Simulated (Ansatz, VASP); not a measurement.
# BiH4 in VASP and in Ansatz

```xyz
5
Lattice="0.0000 2.8200 2.8200 2.8200 0.0000 2.8200 2.8200 2.8200 0.0000" Properties=species:S:1:pos:R:3 pbc="T T T"
Bi    1.4100    1.4100    1.4100
H     3.6384    3.6384    3.6384
H     2.0016    2.0016    3.6384
H     2.0016    3.6384    2.0016
H     3.6384    2.0016    2.0016
```

Alike in both runs: functional PBE; k mesh 6 × 6 × 6; occupations gaussian, width 0.1 eV; no spin polarisation.

Ansatz relaxed the structure, and its values are those at the end. VASP's run is a single point on that final structure, the one shown.

```csv
,VASP,Ansatz
version,VASP 6.6.1,Ansatz 0.2.0
potentials or method,"VASP PAW PBE potentials, release 64 (Bi_d, H)","scalar-relativistic, plane waves, PAW"
plane-wave cutoff (eV),520,420
valence electrons in the cell,19,19
```

|  | VASP | Ansatz | Ansatz less VASP |
| --- | --- | --- | --- |
| gap on the k mesh at the Fermi level (eV) | none | none | - |
| pressure (GPa) | -0.2 | -0.1 | +0.18 |
| rms of the force components (eV/Å) | 0.003 | 0.004 | +0.0017 |

A gap of «none» marks a metal or a gap that the smearing closes.

Caveats: spin-orbit coupling is left out, which moves the levels of the heavy elements.
